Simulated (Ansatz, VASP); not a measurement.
## Re: VASP beside Ansatz

```
CELL_PARAMETERS angstrom
2.77687 0.00000 0.00000
-1.38844 2.40484 0.00000
0.00000 0.00000 4.47881
ATOMIC_POSITIONS crystal
Re 0.33333 0.66667 0.25000
Re 0.66667 0.33333 0.75000
```

Alike in both runs: task single point; functional PBE; k mesh 13 × 13 × 7; occupations fermi-dirac, width 0.03 eV; no spin polarisation.

|  | VASP | Ansatz |
| --- | --- | --- |
| version | VASP 6.6.1 | Ansatz 0.2.0 |
| potentials or method | VASP PAW PBE potentials, release 64 (Re) | plane waves (420 eV) with PAW, scalar-relativistic |
| plane-wave cutoff (eV) | 520 | 420 |
| valence electrons in the cell | 14 | 30 |

|  | VASP | Ansatz | Ansatz less VASP |
| --- | --- | --- | --- |
| pressure (GPa) | -0.8 | -0.2 | +0.53 |
| largest component of the traceless stress (GPa) | 0.11 | 0.01 | -0.097 |

The two sets of potentials don't hold the same shells in valence.

Spin-orbit coupling is left out, which matters for the levels of Re.
